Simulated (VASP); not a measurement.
Here is a VASP 6.6.1 calculation.

Contents of INCAR:

```
SYSTEM = AlP
PREC = Accurate
ENCUT = 600
EDIFF = 1E-6
ISMEAR = 0
SIGMA = 0.01
LREAL = .FALSE.
LASPH = .TRUE.
NELM = 100
ALGO = Normal
ISIF = 3
LWAVE = .FALSE.
LCHARG = .FALSE.
GGA = CA
IBRION = 2
NSW = 80
EDIFFG = -0.001
PSTRESS = 90.0
```

KPOINTS

```
regular mesh
0
G
  8 8 8
  0 0 0
```

File POSCAR:

```
AlP
1.0
    0.0000000000      2.7169780668      2.7169780668
    2.7169780668      0.0000000000      2.7169780668
    2.7169780668      2.7169780668      0.0000000000
Al P
1 1
Direct
    0.0000000000      0.0000000000      0.0000000000
    0.7500000000      0.7500000000      0.7500000000
```

Potentials or basis: VASP PAW LDA potentials, release 64 (Al, P).

Run with:

```sh
$ cat potpaw_LDA.64/Al/POTCAR potpaw_LDA.64/P/POTCAR > POTCAR
$ mpirun -np 1 vasp_std > vasp.out
```

(1) Predict the band gap on the k mesh.

(2) What does it give for the space group after relaxing (to 0.05 Å)?

(3) What does it give for the relaxed volume?

Answers

(1) 1.24 eV, indirect (least direct gap 3.56 eV).

(2) F-43m (No. 216).

(3) 18.45 Å³/atom.

Caveat: the cell is relaxed towards a set pressure, so the enthalpy falls and the energy may rise.
